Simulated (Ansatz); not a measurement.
The system is TiB2.

```xyz
3
Lattice="3.0292 0.0000 0.0000 -1.5146 2.6234 0.0000 0.0000 0.0000 3.2284" Properties=species:S:1:pos:R:3 pbc="T T T"
Ti    0.0000    0.0000    0.0000
B     1.5146    0.8745    1.6142
B     0.0000    1.7489    1.6142
```

Base run:

- Program: Ansatz 0.2.0
- Functional: PBEsol
- Potentials or basis: all-electron LAPW, non-relativistic
- Cutoff: 282 eV (chosen from the basis error)
- Basis error allowed: 0.002 eV/atom
- k mesh: 10 × 10 × 8
- Occupations: fermi-dirac, width 0.05 eV
- Spin: no spin polarisation

Its results: pressure -4.5 GPa.

The run is repeated on the same cell with these changes: potentials or basis from all-electron LAPW, non-relativistic to all-electron PAW datasets made for the crystal. What comes out?

Pressure -5.1 GPa.

The runs don't all hold the same shells in valence.
